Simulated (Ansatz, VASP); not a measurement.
**Ga in VASP and in Ansatz**

```
Ga
1.0
     1.40397   -4.02978   -0.01212
     1.40397    4.02978   -0.01212
    -0.14841    0.00000    3.38747
Ga
2
Cartesian
  1.3669 -2.9494 0.8347
  1.2927 2.9494 2.5285
```

This isn't the form of Ga at room conditions, which is orthorhombic.

Alike in both runs: functional PBE; k mesh 16 × 16 × 12; occupations gaussian, width 0.1 eV; no spin polarisation.

Ansatz relaxed the structure, and its values are those at the end. VASP's run is a single point on that final structure, the one shown.

|  | VASP | Ansatz |
| --- | --- | --- |
| version | VASP 6.6.1 | Ansatz 0.2.0 |
| potentials or method | VASP PAW PBE potentials, release 64 (Ga_d) | scalar-relativistic, plane waves, PAW |
| plane-wave cutoff (eV) | 520 | 420 |
| valence electrons in the cell | 26 | 26 |

Ansatz gave:

```
gap on the k mesh at the Fermi level (eV) : none
pressure (GPa)                            : 0.0
```

What did VASP give for the same quantities?

gap on the k mesh at the Fermi level (eV): none; pressure (GPa): 0.2.

A gap of «none» marks a metal or a gap that the smearing closes.
